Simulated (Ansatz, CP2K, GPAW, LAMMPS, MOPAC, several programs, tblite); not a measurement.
**What each method gives for RbBr (wurtzite)**

RbBr built on the wurtzite prototype (no longer in that coordination), relaxed with r2SCAN in Ansatz, was computed with several methods. It is hexagonal, P6_3/mmc (No. 194); conventional cell a = 5.890 Å, c = 6.870 Å, 51.61 Å³ an atom. Around Rb lie 5 Br at 3.40–3.44 Å; around Br lie 5 Rb at 3.40–3.44 Å. Computed, not measured; no magnetism was allowed, and whether the structure is a known phase isn't checked.

```
CELL_PARAMETERS angstrom
5.89014 0.00000 0.00000
-2.94507 5.10101 0.00000
0.00000 0.00000 6.87033
ATOMIC_POSITIONS crystal
Rb 0.33333 0.66667 0.93750
Rb 0.66667 0.33333 0.43750
Br 0.33333 0.66667 0.43750
Br 0.66667 0.33333 0.93750
```

Gaps and times are for a single point on this cell; volume and bulk modulus come from each method's own relaxation or energy curve at fixed shape, which is too stiff where a cell has free coordinates or axes. Times are rough, from shared hosts (Arm Neoverse V2), and each method has its own mesh and cell size. A double dagger marks a value from a curve with shape and coordinates held. GFN1-xTB (tblite): levels, charges or heat of formation failed a check of plausibility, so no values are given. PM6 (MOPAC), PM7 (MOPAC), GFN1-xTB (tblite), GFN2-xTB (tblite) treat a cluster of cells at its zone centre, which samples few k points: where these miss a band edge, the gap comes out too large for that reason alone. Gaps from k meshes are read at a limited set of points (mesh, symmetry points, PBE's band edges), so each method's own least gap may be somewhat smaller. Force fields have no electrons; where one was fitted to this phase, its volume and modulus reflect the fit. xTB and the PM methods were fitted mostly to molecules, and can miss a solid's gap by electronvolts. Minimal bases can be far off for gaps. GLLB-SC's gap includes the derivative discontinuity. d marks a direct gap, i an indirect one (no mark: not told apart), a dash a value that wasn't computed or didn't pass its checks.

```json
{"method": "ffield.eim (LAMMPS)", "kind": "force field", "gap (eV)": "–", "own volume (Å³/atom)": "–", "bulk modulus (GPa)": "–", "atoms computed": "4", "processor time": "0.12 s"}
{"method": "PM7 (MOPAC)", "kind": "semi-empirical", "gap (eV)": "4.30", "own volume (Å³/atom)": "–", "bulk modulus (GPa)": "–", "atoms computed": "32", "processor time": "0.9 s"}
{"method": "GFN1-xTB (tblite)", "kind": "tight binding", "gap (eV)": "–", "own volume (Å³/atom)": "–", "bulk modulus (GPa)": "–", "atoms computed": "32", "processor time": "1.1 s"}
{"method": "light PBE (260 eV and a coarse mesh)", "kind": "light plane-wave", "gap (eV)": "4.08 d", "own volume (Å³/atom)": "–", "bulk modulus (GPa)": "–", "atoms computed": "4", "processor time": "1.3 s"}
{"method": "PM6 (MOPAC)", "kind": "semi-empirical", "gap (eV)": "10.10", "own volume (Å³/atom)": "–", "bulk modulus (GPa)": "–", "atoms computed": "32", "processor time": "1.5 s"}
{"method": "GFN2-xTB (tblite)", "kind": "tight binding", "gap (eV)": "5.89", "own volume (Å³/atom)": "–", "bulk modulus (GPa)": "–", "atoms computed": "32", "processor time": "1.5 s"}
{"method": "PBE", "kind": "semilocal", "gap (eV)": "4.06 d", "own volume (Å³/atom)": "52.99", "bulk modulus (GPa)": "9‡", "atoms computed": "4", "processor time": "5 s"}
{"method": "PBE/SZV (CP2K)", "kind": "small basis", "gap (eV)": "2.86 d", "own volume (Å³/atom)": "55.11‡", "bulk modulus (GPa)": "11‡", "atoms computed": "4", "processor time": "10 s"}
{"method": "r2SCAN", "kind": "semilocal", "gap (eV)": "4.65 d", "own volume (Å³/atom)": "51.61", "bulk modulus (GPa)": "11‡", "atoms computed": "4", "processor time": "13 s"}
{"method": "PBE/DZVP (CP2K)", "kind": "small basis", "gap (eV)": "4.24 d", "own volume (Å³/atom)": "54.27‡", "bulk modulus (GPa)": "9‡", "atoms computed": "4", "processor time": "22 s"}
{"method": "PBE/single zeta (GPAW)", "kind": "small basis", "gap (eV)": "3.59 d", "own volume (Å³/atom)": "–", "bulk modulus (GPa)": "–", "atoms computed": "4", "processor time": "93 s"}
{"method": "GLLB-SC (GPAW)", "kind": "model potential", "gap (eV)": "8.70", "own volume (Å³/atom)": "–", "bulk modulus (GPa)": "–", "atoms computed": "4", "processor time": "110 s"}
```

Against r2SCAN (4.65 eV) and with closed or daggered gaps left aside, the nearest gap at the points sampled is that of PM7 (MOPAC) (-0.35 eV) and the farthest that of PM6 (MOPAC) (+5.45 eV). r2SCAN is only a yardstick of convenience: semilocal gaps usually lie below measured ones, which GLLB-SC and hybrids aim to mend.

Volumes against r2SCAN's: PBE +2.7 %.

Relaxed on its own, the cell leaves this structure with ffield.eim (LAMMPS), so no volume is listed.

The runs are scalar-relativistic, without spin-orbit coupling.
